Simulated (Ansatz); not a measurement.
## Deforming PbS

```yaml
crystal:
  lattice:
    - [0.00000, 2.96500, 2.96500]
    - [2.96500, 0.00000, 2.96500]
    - [2.96500, 2.96500, 0.00000]
  atoms:
    - { symbol: Pb, position: [0.00000, 0.00000, 0.00000] }
    - { symbol: S, position: [0.50000, 0.50000, 0.50000] }
```

Atoms are numbered in the order listed.

The cell comes from COD entry 9000001, which wasn't checked; take it as a given geometry.

No spin–orbit coupling, which matters for the heavy atoms here.

The calculation used DFT, LDA, PAW with Ansatz's default frozen-core files, scalar-relativistic in Ansatz 0.2.0.

The runs use a Γ-centred 8×8×8 k mesh, Fermi–Dirac smearing of 0.01 eV, cutoff 420 eV, no spin polarisation; the PAW files were made with PBE, and the program remakes their frozen cores for this functional.

The unchanged cell is at -2.55 GPa.

x, y and z are the Cartesian axes of the cell as listed; fractional coordinates follow a strain, and an engineering shear is twice the off-diagonal strain component.

Vzz stands for the principal value of largest size of the field-gradient tensor, whatever its axis.

Spin–orbit coupling is left out, which moves gradients at and beside heavy atoms by some per cent and at worst by a factor of two.

(1) One change gave: energy change +0.5 meV/atom; stress change (xx, yy, zz, yz, xz, xy) 0.00, 0.00, 0.00, 0.21, 0.21, 0.21 GPa, compression positive; Vzz in 10²¹ V/m²: Pb1 0 → 0.42 (η = 0.00), S2 0 → -0.30 (η = 0.00). Which change was it?
A. equal xy, yz and zx engineering shear strains of +2 %
B. equal xy, yz and zx engineering shear strains of +3 %
C. equal xy, yz and zx engineering shear strains of -3 %
D. equal xy, yz and zx engineering shear strains of +1 %
E. equal xy, yz and zx engineering shear strains of -2 %
F. equal xy, yz and zx engineering shear strains of -1 %

## Answers

(1) F. For equal xy, yz and zx engineering shear strains of -3 %: energy change +4.1 meV/atom; stress change (xx, yy, zz, yz, xz, xy) -0.06, -0.06, -0.06, 0.57, 0.57, 0.57 GPa, compression positive; Vzz in 10²¹ V/m²: Pb1 0 → 0.78 (η = 0.00), S2 0 → -0.95 (η = 0.00). For equal xy, yz and zx engineering shear strains of +2 %: energy change +2.0 meV/atom; stress change (xx, yy, zz, yz, xz, xy) -0.01, -0.01, -0.01, -0.44, -0.44, -0.44 GPa, compression positive; Vzz in 10²¹ V/m²: Pb1 0 → -0.77 (η = 0.00), S2 0 → 0.63 (η = 0.00). For equal xy, yz and zx engineering shear strains of -2 %: energy change +1.9 meV/atom; stress change (xx, yy, zz, yz, xz, xy) -0.01, -0.01, -0.01, 0.40, 0.40, 0.40 GPa, compression positive; Vzz in 10²¹ V/m²: Pb1 0 → 0.73 (η = 0.00), S2 0 → -0.61 (η = 0.00). For equal xy, yz and zx engineering shear strains of +1 %: energy change +0.5 meV/atom; stress change (xx, yy, zz, yz, xz, xy) 0.00, 0.00, 0.00, -0.22, -0.22, -0.22 GPa, compression positive; Vzz in 10²¹ V/m²: Pb1 0 → -0.41 (η = 0.00), S2 0 → 0.30 (η = 0.00). For equal xy, yz and zx engineering shear strains of +3 %: energy change +4.4 meV/atom; stress change (xx, yy, zz, yz, xz, xy) -0.06, -0.06, -0.06, -0.63, -0.63, -0.63 GPa, compression positive; Vzz in 10²¹ V/m²: Pb1 0 → -0.96 (η = 0.00), S2 0 → 1.04 (η = 0.00).
